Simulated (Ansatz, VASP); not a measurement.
**LiH: VASP beside Ansatz**

The input POSCAR:

```
LiH
1.0
    2.5016587112      0.0000000000      0.0000000000
    0.0000000000      2.5016587112      0.0000000000
    0.0000000000      0.0000000000      2.5016587112
Li H
1 1
Direct
    0.0000000000      0.0000000000      0.0000000000
    0.5000000000      0.5000000000      0.5000000000
```

File INCAR.step1:

```
SYSTEM = LiH
PREC = Accurate
ENCUT = 520
ISMEAR = 0
SIGMA = 0.01
LREAL = .FALSE.
LASPH = .TRUE.
NELM = 60
NBANDS = 9
GGA = PE
ALGO = Normal
EDIFF = 1E-4
LWAVE = .TRUE.
LCHARG = .FALSE.
```

INCAR.step2

```
SYSTEM = LiH
PREC = Accurate
ENCUT = 520
EDIFF = 1E-6
ISMEAR = 0
SIGMA = 0.01
LREAL = .FALSE.
LASPH = .TRUE.
NELM = 60
ALGO = Normal
ISIF = 2
LWAVE = .FALSE.
LCHARG = .FALSE.
METAGGA = R2SCAN
LMIXTAU = .TRUE.
NBANDS = 9
ISTART = 1
```

KPOINTS

```
Automatic mesh
0
G
  8 8 8
  0 0 0
```

Input for Ansatz:

```yaml
crystal:
  lattice:
    - [2.5016587112, 0.0, 0.0]
    - [0.0, 2.5016587112, 0.0]
    - [0.0, 0.0, 2.5016587112]
  atoms:
    - { symbol: Li, position: [0.0, 0.0, 0.0] }
    - { symbol: H, position: [0.5, 0.5, 0.5] }
kpoints:
  mp_grid: { grid: [8, 8, 8] }
hamiltonian:
  xc: r2scan
scf:
  occupations: { method: fixed }
  n_extra_bands: 4
output:
  forces: true
  stress: true
  eigenvalues: true
  write_density: true
  write_potential: true
  elf: true
  volumetric_format: npy
```

The cell was built by a generator and needn't be a form met in nature.

Alike in both runs: task single point; functional r2SCAN; k mesh 8 × 8 × 8; no spin polarisation.

```csv
,VASP,Ansatz
version,VASP 6.6.1,Ansatz 0.2.0
potentials or method,"VASP PAW PBE potentials, release 64 (Li_sv, H)","plane waves, PAW"
plane-wave cutoff (eV),520,500
occupations,"gaussian, width 0.01 eV",fixed
valence electrons in the cell,4,4
```

VASP gave:

| Item | Value |
| --- | --- |
| gap on the k mesh at the Fermi level (eV) | 1.30 |

Task: Estimate Ansatz's values.

Result: gap on the k mesh at the Fermi level (eV): 1.12.

 A k mesh can miss the band edges. r2SCAN opens gaps a little over a GGA but as a rule still falls short of measured ones.
